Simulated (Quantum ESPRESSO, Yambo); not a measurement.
## CuCl (Nantokite): G0W0 in Yambo against the screening cutoff

Aim: move the screening cutoff of a G0W0 run on CuCl (Nantokite) over a wide range.

Program: Yambo 5.3.0. Level of theory: PBE and many-body steps on it, plane waves. Results are calculated unless marked as measured.

The database entry behind the starting cell differs from later determinations by our own check (0.1 to 0.3 % short, probably kX units), so it need not match the best structure at ambient conditions.

In doubt: a PseudoDojo file used here is known to give poor structures and forces, which bears on pressures, cells, forces and phonons.

### Step 1. Starting point

Symmetry: F-43m, No. 216, cubic system. The conventional cell has a = 5.406 Å, b = 5.406 Å, c = 5.406 Å, α = 90.00°, β = 90.00°, γ = 90.00°. Nearest to Cu lie 4 Cl at 2.34 Å. Nearest to Cl lie 4 Cu at 2.34 Å. Farther neighbours and most contacts between anions are not listed.

As a file:

```xyz
2
Lattice="0.0000 2.7028 2.7028 2.7028 0.0000 2.7028 2.7028 2.7028 0.0000" Properties=species:S:1:pos:R:3 pbc="T T T"
Cu    0.0000    0.0000    0.0000
Cl    1.3514    1.3514    1.3514
```

The cell and positions come from the Crystallography Open Database and are kept as given unless a step says otherwise.

### Step 2. 3.25 Ha

This step: Yambo 5.3.0; G0W0 on PBE, plane waves, norm-conserving pseudopotentials.

Now the one-shot GW correction: screening in the RPA, then the self-energy of the levels asked for.

Contents of gw7.in:

```
HF_and_locXC
gw0
dyson
ppa
em1d
rim_cut
RandQpts= 1000000
RandGvec= 1 RL
EXXRLvcs= 84 Ry
VXCRLvcs= 336 Ry
Chimod= "HARTREE"
% BndsRnXp
 1 | 130 |
%
NGsBlkXp= 6.5 Ry
% LongDrXp
 1 | 1 | 1 |
%
% GbndRnge
 1 | 130 |
%
DysSolver= "n"
ExtendOut
PPAPntXp= 27.21138 eV
% QPkrange
 1 | 1 | 12 | 15 |
%
```

The run is started by

```sh
OMP_NUM_THREADS=1 mpirun -n 4 yambo -F gw7.in -J gw7 -C gw7 > gw7.log
```

What it wrote:

```text
 Yambo, version 5.3.0

 [02] CORE Variables Setup
 =========================

  [... cell, symmetries and grids as in the set-up ...]

  [02.05] Energies & Occupations
  ==============================

  [X] === General ===
  [X] Electronic Temperature                        :  0.000000  0.000000 [eV K]
  [X] Bosonic    Temperature                        :  0.000000  0.000000 [eV K]
  [X] Finite Temperature mode                       : no
  [X] El. density                                   :  0.65838E+24 [cm-3]
  [X] Fermi Level                                   :  7.622151 [eV]

  [X] === Gaps and Widths ===
  [X] Conduction Band Min                           :  0.533284 [eV]
  [X] Valence Band Max                              :  0.000000 [eV]
  [X] Filled Bands                                  :  13
  [X] Empty Bands                                   :    14   478
  [X] Direct Gap                                    :  0.533284 [eV]
  [X] Direct Gap localized at k                     :  1
  [X] Indirect Gap                                  :  0.533284 [eV]
  [X] Indirect Gap between kpts                     :  1  1
  [X] Last valence band width                       :  1.105528 [eV]
  [X] 1st conduction band width                     :  4.500600 [eV]

 [03] Transferred momenta grid and indexing
 ==========================================

 IBZ Q-points                                      :   8
 BZ  Q-points                                      :   64

 K/Q-points units:
 rlu = crystal or reduced units; cc = cartesian coordinates; iku = interal k-units

 Q [1]          [rlu]:  0.000000  0.000000  0.000000
 Q [2]          [rlu]: -0.90400E-17 -0.90400E-17  0.25000
 Q [3]          [rlu]:  0.18080E-16  0.18080E-16 -0.50000
 Q [4]          [rlu]: -0.47661E-17  0.25000      0.25000
 Q [5]          [rlu]: -0.90400E-17  0.25000      0.50000
 Q [6]          [rlu]:  0.18080E-16  0.25000     -0.25000
 Q [7]          [rlu]:  0.95323E-17 -0.50000     -0.50000
 Q [8]          [rlu]:  0.250000 -0.500000 -0.250000

 [04] Coloumb potential Random Integration (RIM)
 ===============================================

  [04.01] RIM initialization
  ==========================

  * Diagonal components only detected *

  8 x (sBL volume)        :  0.116348 [a.u.]
  sBZ random points       :  1000000
  Points outside the sBZ  :   7996195
  RL volume               :  0.930780 [a.u.]
  Integrated volume       :  0.931223 [a.u.]

  [04.02] RIM integrals
  =====================

  Gamma point sphere radius             :  0.088553 [a.u.]
  Points outside the sphere             :   799659
  [Int_sBZ(q=0) 1/q^2]*(Vol_sBZ)^(-1/3) =:  7.764404
                                 should be <:  7.795600

  Summary of Coulomb integrals for non-metallic bands |Q|[au] RIM/Bare

  Q [1] 0.100000E-4 0.995998 * Q [2] 0.266336 1.064860
  Q [4] 0.307538 1.063731 * Q [6] 0.434925 1.026772
  Q [5] 0.509994 1.019350 * Q [3] 0.532672 1.017217
  Q [7] 0.615076 1.013507 * Q [8] 0.687676 1.010541

 [WARNING] [Xp] User bands 1-130 break level degeneracy

 [05] Dipoles
 ============

  [05.01] Setup: observables and procedures
  =========================================

 [06] Dynamic Dielectric Matrix (PPA)
 ====================================

 [WR./gw7//ndb.pp]---------------------------------------------------------------
  Brillouin Zone Q/K grids (IBZ/BZ)                :    8   64    8   64
  RL vectors                                       :   4279 [WF]
  Coulomb cutoff potential                         : none
  Electronic Temperature                           :  0.000000 [K]
  Bosonic    Temperature                           :  0.000000 [K]
  PPA    diel. fun.  energies                      : Perdew, Burke & Ernzerhof(X)+Perdew, Burke & Ernzerhof(C)
  wavefunctions                                    : Perdew, Burke & Ernzerhof(X)+Perdew, Burke & Ernzerhof(C)
  Global Gauge                                     : length
  X matrix size                                    :   65
  X band range                                     :    1  130
  X e/h energy range                               : -1.000000 -1.000000 [eV]
  X Time ordering                                  : R
  X Hxc Kernel                                     : HARTREE
  X Drude frequency                                :  0.000000  0.000000
  X poles                                          :  100.0000 [o/o]
  RL vectors in the sum                            :   4279
  [r,Vnl] included                                 : yes
  Field direction                                  :  0.577350E-5  0.577350E-5  0.577350E-5
  BZ energy Double Grid                            : no
  BZ energy DbGd points                            : 0
  BZ Q point size factor                           : -1.000000
  X Optical Averaged directions                    : none

 [07] Local Exchange-Correlation + Non-Local Fock
 ================================================

 [VXC] Plane waves :  27725
 [EXS] Plane waves :   3527

 QP @ state[ 1 ] K range:  1  1
 QP @ state[ 1 ] b range:  12  15

 [xc] Functional : Perdew, Burke & Ernzerhof(X)+Perdew, Burke & Ernzerhof(C)
 [xc] LIBXC used to calculate xc functional
  PP Number of Atomic Species                      :  2
  NLCC RL compoments                               :  27725
  PP Number of Atomic Species                      :  2
  NLCC RL compoments                               :  27725

 [xc] E_xc :  -20.64911 [Ha]
      E_xc :  -41.29822 [Ry]

  Local XC kind (lXC) : Perdew, Burke & Ernzerhof(X)+Perdew, Burke & Ernzerhof(C)
  Non-Local XC kind (nlXC) : Hartree-Fock

  Corrections @ K [1] :  [eV]
 <12|nlXC|12> = -35.76023  0.14772E-16 <12|lXC|12> = -28.89121 -0.37763E-15
 <13|nlXC|13> = -35.76032 -0.53899E-17 <13|lXC|13> = -28.89121 -0.15341E-15
 <14|nlXC|14> = -5.950915  0.28033E-17 <14|lXC|14> = -10.29704  0.47204E-16
 <15|nlXC|15> = -6.008371 -0.11586E-17 <15|lXC|15> = -11.24837 -0.23602E-16

 [08] Dyson equation: Newton solver
 ==================================

  [08.01] G0W0 (W PPA)
  ====================

  [  GW  ] Bands range     :    1  130
  [GW/PPA] G damping       :  0.100000 [eV]

  QP @ state[ 1 ] K range:  1  1
  QP @ state[ 1 ] b range:  12  15

   Sc/G bands                                       :    1  130
   Sc/G damping                                     :  0.100000 ev
   Sc bands terminator                              : no
   Sx RL components                                 :   3527

   QP @ state[ 1 ] K range                          :  1  1
   QP @ state[ 1 ] b range                          :  12  15
   GF energies kind                                 : Perdew, Burke & Ernzerhof(X)+Perdew, Burke & Ernzerhof(C)
   GF WF`s kind                                     : Perdew, Burke & Ernzerhof(X)+Perdew, Burke & Ernzerhof(C)
   Xs energies kind                                 : Perdew, Burke & Ernzerhof(X)+Perdew, Burke & Ernzerhof(C)
   Xs WF`s kind                                     : Perdew, Burke & Ernzerhof(X)+Perdew, Burke & Ernzerhof(C)

 [11] Game Over & Game summary
```

Run time: 49 s. Hardware: 4 MPI ranks of Arm Neoverse V1, shared host; peak memory 1.6 GiB.

This step gave:

```yaml
g0w0_gap_on_the_points_computed: 1.335 eV
starting_gap_on_the_mesh: 0.5333 eV
k_of_the_valence_top: 0, 0, 0
k_of_the_conduction_bottom: 0, 0, 0
least_direct_g0w0_gap_on_the_computed_points: 1.335 eV
z_at_the_valence_top: 0.7531
z_at_the_conduction_bottom: 0.8180
```

The gap on the mesh goes from 0.53 eV to 1.33 eV, a correction of +0.80 eV.

### Step 3. 5.25 Ha

Contents of gw8.in:

```
HF_and_locXC
gw0
dyson
ppa
em1d
rim_cut
RandQpts= 1000000
RandGvec= 1 RL
EXXRLvcs= 84 Ry
VXCRLvcs= 336 Ry
Chimod= "HARTREE"
% BndsRnXp
 1 | 130 |
%
NGsBlkXp= 10.5 Ry
% LongDrXp
 1 | 1 | 1 |
%
% GbndRnge
 1 | 130 |
%
DysSolver= "n"
ExtendOut
PPAPntXp= 27.21138 eV
% QPkrange
 1 | 1 | 12 | 15 |
%
```

The run is started by

```sh
OMP_NUM_THREADS=1 mpirun -n 4 yambo -F gw8.in -J gw8 -C gw8 > gw8.log
```

What it wrote:

```text
 Yambo, version 5.3.0

 [02] CORE Variables Setup
 =========================

  [... cell, symmetries and grids as in the set-up ...]

  [02.05] Energies & Occupations
  ==============================

  [X] === General ===
  [X] Electronic Temperature                        :  0.000000  0.000000 [eV K]
  [X] Bosonic    Temperature                        :  0.000000  0.000000 [eV K]
  [X] Finite Temperature mode                       : no
  [X] El. density                                   :  0.65838E+24 [cm-3]
  [X] Fermi Level                                   :  7.622151 [eV]

  [X] === Gaps and Widths ===
  [X] Conduction Band Min                           :  0.533284 [eV]
  [X] Valence Band Max                              :  0.000000 [eV]
  [X] Filled Bands                                  :  13
  [X] Empty Bands                                   :    14   478
  [X] Direct Gap                                    :  0.533284 [eV]
  [X] Direct Gap localized at k                     :  1
  [X] Indirect Gap                                  :  0.533284 [eV]
  [X] Indirect Gap between kpts                     :  1  1
  [X] Last valence band width                       :  1.105528 [eV]
  [X] 1st conduction band width                     :  4.500600 [eV]

 [03] Transferred momenta grid and indexing
 ==========================================

 IBZ Q-points                                      :   8
 BZ  Q-points                                      :   64

 K/Q-points units:
 rlu = crystal or reduced units; cc = cartesian coordinates; iku = interal k-units

 Q [1]          [rlu]:  0.000000  0.000000  0.000000
 Q [2]          [rlu]: -0.90400E-17 -0.90400E-17  0.25000
 Q [3]          [rlu]:  0.18080E-16  0.18080E-16 -0.50000
[...]
================================================

 [VXC] Plane waves :  27725
 [EXS] Plane waves :   3527

 QP @ state[ 1 ] K range:  1  1
 QP @ state[ 1 ] b range:  12  15

 [xc] Functional : Perdew, Burke & Ernzerhof(X)+Perdew, Burke & Ernzerhof(C)
 [xc] LIBXC used to calculate xc functional
  PP Number of Atomic Species                      :  2
  NLCC RL compoments                               :  27725
  PP Number of Atomic Species                      :  2
  NLCC RL compoments                               :  27725

 [xc] E_xc :  -20.64911 [Ha]
      E_xc :  -41.29822 [Ry]

  Local XC kind (lXC) : Perdew, Burke & Ernzerhof(X)+Perdew, Burke & Ernzerhof(C)
  Non-Local XC kind (nlXC) : Hartree-Fock

  Corrections @ K [1] :  [eV]
 <12|nlXC|12> = -35.76023  0.14772E-16 <12|lXC|12> = -28.89121 -0.37763E-15
 <13|nlXC|13> = -35.76032 -0.53899E-17 <13|lXC|13> = -28.89121 -0.15341E-15
 <14|nlXC|14> = -5.950915  0.28033E-17 <14|lXC|14> = -10.29704  0.47204E-16
 <15|nlXC|15> = -6.008371 -0.11586E-17 <15|lXC|15> = -11.24837 -0.23602E-16

 [08] Dyson equation: Newton solver
 ==================================

  [08.01] G0W0 (W PPA)
  ====================

  [  GW  ] Bands range     :    1  130
  [GW/PPA] G damping       :  0.100000 [eV]

  QP @ state[ 1 ] K range:  1  1
  QP @ state[ 1 ] b range:  12  15

   Sc/G bands                                       :    1  130
   Sc/G damping                                     :  0.100000 ev
   Sc bands terminator                              : no
   Sx RL components                                 :   3527

   QP @ state[ 1 ] K range                          :  1  1
   QP @ state[ 1 ] b range                          :  12  15
   GF energies kind                                 : Perdew, Burke & Ernzerhof(X)+Perdew, Burke & Ernzerhof(C)
   GF WF`s kind                                     : Perdew, Burke & Ernzerhof(X)+Perdew, Burke & Ernzerhof(C)
   Xs energies kind                                 : Perdew, Burke & Ernzerhof(X)+Perdew, Burke & Ernzerhof(C)
   Xs WF`s kind                                     : Perdew, Burke & Ernzerhof(X)+Perdew, Burke & Ernzerhof(C)

 [11] Game Over & Game summary
```

Wall time 65 s (4 MPI ranks); peak memory 1.6 GiB; 4.3 min of CPU time.

Numbers from this step:

```
G0W0 gap on the points computed              : 1.174 eV
starting gap on the mesh                     : 0.5333 eV
k of the valence top                         : 0, 0, 0
k of the conduction bottom                   : 0, 0, 0
least direct G0W0 gap on the computed points : 1.174 eV
Z at the valence top                         : 0.7461
Z at the conduction bottom                   : 0.8159
```

Against the run before, the gap moves by −0.160 eV.

### Step 4. 10.5 Ha

Contents of gw9.in:

```
HF_and_locXC
gw0
dyson
ppa
em1d
rim_cut
RandQpts= 1000000
RandGvec= 1 RL
EXXRLvcs= 84 Ry
VXCRLvcs= 336 Ry
Chimod= "HARTREE"
% BndsRnXp
 1 | 130 |
%
NGsBlkXp= 21 Ry
% LongDrXp
 1 | 1 | 1 |
%
% GbndRnge
 1 | 130 |
%
DysSolver= "n"
ExtendOut
PPAPntXp= 27.21138 eV
% QPkrange
 1 | 1 | 12 | 15 |
%
```

The run is started by

```sh
OMP_NUM_THREADS=1 mpirun -n 4 yambo -F gw9.in -J gw9 -C gw9 > gw9.log
```

What it wrote:

```text
 Yambo, version 5.3.0

 [02] CORE Variables Setup
 =========================

  [... cell, symmetries and grids as in the set-up ...]

  [02.05] Energies & Occupations
  ==============================

  [X] === General ===
  [X] Electronic Temperature                        :  0.000000  0.000000 [eV K]
  [X] Bosonic    Temperature                        :  0.000000  0.000000 [eV K]
  [X] Finite Temperature mode                       : no
  [X] El. density                                   :  0.65838E+24 [cm-3]
[...]
Sx RL components                                 :   3527

   QP @ state[ 1 ] K range                          :  1  1
   QP @ state[ 1 ] b range                          :  12  15
   GF energies kind                                 : Perdew, Burke & Ernzerhof(X)+Perdew, Burke & Ernzerhof(C)
   GF WF`s kind                                     : Perdew, Burke & Ernzerhof(X)+Perdew, Burke & Ernzerhof(C)
   Xs energies kind                                 : Perdew, Burke & Ernzerhof(X)+Perdew, Burke & Ernzerhof(C)
   Xs WF`s kind                                     : Perdew, Burke & Ernzerhof(X)+Perdew, Burke & Ernzerhof(C)

 [11] Game Over & Game summary
```

Wall time 3.2 min (4 MPI ranks); peak memory 1.6 GiB; 13 min of CPU time.

Numbers from this step:

* G0W0 gap on the points computed: 1.110 eV
* starting gap on the mesh: 0.5333 eV
* k of the valence top: 0, 0, 0
* k of the conduction bottom: 0, 0, 0
* least direct G0W0 gap on the computed points: 1.110 eV

Against the run before, the gap moves by −0.064 eV.

### Step 5. 13 Ha

Contents of gw10.in:

```
HF_and_locXC
gw0
dyson
ppa
em1d
rim_cut
RandQpts= 1000000
RandGvec= 1 RL
EXXRLvcs= 84 Ry
VXCRLvcs= 336 Ry
Chimod= "HARTREE"
% BndsRnXp
 1 | 130 |
%
NGsBlkXp= 26 Ry
% LongDrXp
 1 | 1 | 1 |
%
% GbndRnge
 1 | 130 |
%
DysSolver= "n"
ExtendOut
PPAPntXp= 27.21138 eV
% QPkrange
 1 | 1 | 12 | 15 |
%
```

The run is started by

```sh
OMP_NUM_THREADS=1 mpirun -n 4 yambo -F gw10.in -J gw10 -C gw10 > gw10.log
```

What it wrote:

```text
 Yambo, version 5.3.0

 [02] CORE Variables Setup
 =========================

  [... cell, symmetries and grids as in the set-up ...]

  [02.05] Energies & Occupations
  ==============================

  [X] === General ===
  [X] Electronic Temperature                        :  0.000000  0.000000 [eV K]
  [X] Bosonic    Temperature                        :  0.000000  0.000000 [eV K]
  [X] Finite Temperature mode                       : no
  [X] El. density                                   :  0.65838E+24 [cm-3]
[...]
Sx RL components                                 :   3527

   QP @ state[ 1 ] K range                          :  1  1
   QP @ state[ 1 ] b range                          :  12  15
   GF energies kind                                 : Perdew, Burke & Ernzerhof(X)+Perdew, Burke & Ernzerhof(C)
   GF WF`s kind                                     : Perdew, Burke & Ernzerhof(X)+Perdew, Burke & Ernzerhof(C)
   Xs energies kind                                 : Perdew, Burke & Ernzerhof(X)+Perdew, Burke & Ernzerhof(C)
   Xs WF`s kind                                     : Perdew, Burke & Ernzerhof(X)+Perdew, Burke & Ernzerhof(C)

 [11] Game Over & Game summary
```

It took 5.9 min on 4 MPI ranks; peak memory 1.6 GiB; 24 min of CPU time.

This step gave:

```yaml
g0w0_gap_on_the_points_computed: 1.096 eV
starting_gap_on_the_mesh: 0.5333 eV
k_of_the_valence_top: 0, 0, 0
k_of_the_conduction_bottom: 0, 0, 0
least_direct_g0w0_gap_on_the_computed_points: 1.096 eV
```

Against the run before, the gap moves by −0.015 eV.

### Step 6. 16.25 Ha

Contents of gw11.in:

```
HF_and_locXC
gw0
dyson
ppa
em1d
rim_cut
RandQpts= 1000000
RandGvec= 1 RL
EXXRLvcs= 84 Ry
VXCRLvcs= 336 Ry
Chimod= "HARTREE"
% BndsRnXp
 1 | 130 |
%
NGsBlkXp= 32.5 Ry
% LongDrXp
 1 | 1 | 1 |
%
% GbndRnge
 1 | 130 |
%
DysSolver= "n"
ExtendOut
PPAPntXp= 27.21138 eV
% QPkrange
 1 | 1 | 12 | 15 |
%
```

The run is started by

```sh
OMP_NUM_THREADS=1 mpirun -n 4 yambo -F gw11.in -J gw11 -C gw11 > gw11.log
```

What it wrote:

```text
 Yambo, version 5.3.0

 [02] CORE Variables Setup
 =========================

  [... cell, symmetries and grids as in the set-up ...]

  [02.05] Energies & Occupations
  ==============================

  [X] === General ===
  [X] Electronic Temperature                        :  0.000000  0.000000 [eV K]
  [X] Bosonic    Temperature                        :  0.000000  0.000000 [eV K]
  [X] Finite Temperature mode                       : no
  [X] El. density                                   :  0.65838E+24 [cm-3]
[...]
Sx RL components                                 :   3527

   QP @ state[ 1 ] K range                          :  1  1
   QP @ state[ 1 ] b range                          :  12  15
   GF energies kind                                 : Perdew, Burke & Ernzerhof(X)+Perdew, Burke & Ernzerhof(C)
   GF WF`s kind                                     : Perdew, Burke & Ernzerhof(X)+Perdew, Burke & Ernzerhof(C)
   Xs energies kind                                 : Perdew, Burke & Ernzerhof(X)+Perdew, Burke & Ernzerhof(C)
   Xs WF`s kind                                     : Perdew, Burke & Ernzerhof(X)+Perdew, Burke & Ernzerhof(C)

 [11] Game Over & Game summary
```

Run time: 10 min. Hardware: 4 MPI ranks; peak memory 1.7 GiB.

Numbers from this step:

| Quantity | Value |
| --- | --- |
| G0W0 gap on the points computed | 1.093 eV |
| starting gap on the mesh | 0.5333 eV |
| k of the valence top | 0, 0, 0 |
| k of the conduction bottom | 0, 0, 0 |
| least direct G0W0 gap on the computed points | 1.093 eV |

Against the run before, the gap moves by −0.003 eV.

### Step 7. Side by side

Times are wall times on 4 MPI ranks of Arm Neoverse V1, shared host, good to a factor of about two.

```csv
run,mesh,bands,screening cutoff (eV),DFT gap (eV),gap on the mesh (eV),direct (eV),time
3.25 Ha,4×4×4,130,88.4,0.533,1.335,1.335,49 s
5.25 Ha,4×4×4,130,142.9,0.533,1.174,1.174,65 s
10.5 Ha,4×4×4,130,285.7,0.533,1.110,1.110,3.2 min
13 Ha,4×4×4,130,353.7,0.533,1.096,1.096,5.9 min
16.25 Ha,4×4×4,130,442.2,0.533,1.093,1.093,10 min
```

### Step 8. Summary of results

```yaml
3p25_ha: 1.335 eV
5p25_ha: 1.174 eV
10p5_ha: 1.110 eV
13_ha: 1.096 eV
16p25_ha: 1.093 eV
known_limits: not at the basis limit; d shell near the gap, gap tends to lie low; coarse k mesh
```

What this shows: The setting moved: screening cutoff. From 3.25 Ha to 16.25 Ha the gap moves by −0.24 eV, for 13 times the time. It holds to 0.03 eV from 10.5 Ha on. Bands and screening cutoff are coupled, so a series along one setting does not show full convergence. Bands and cutoff are finite, so the gap is not at the basis limit. The miss can reach some tenths of an eV and take either sign; the mesh is an error of its own. In the G0W0 runs levels were corrected at 1 k point alone, so a gap called «on the mesh» is the least over those, and an edge elsewhere would be missed. The 4×4×4 mesh is coarse for this cell, which bears on the long-range parts of exchange and screening. A d shell, filled or nearly so, lies near the gap. One-shot GW converges very slowly in bands there, not always from below, and on a semilocal start the gap tends to come out low; starts rich in exact exchange can overshoot instead.

[Paths, hosts, dates, memory and timing lines, banners, echoed tables and standing remarks are left out of the program output.]

[Logs are printed without paths, hosts, clocks, repeated set-up lines and the standing remarks that a program may print on its own settings, such as how far it seeks lower states.]

[Runs of the session that timed out or met a known fault of the program may be left out.]

[Hosts, paths, dates, database ids (printed as entryN), source tags and the programs' standing remarks are cut or masked in the printed files.]
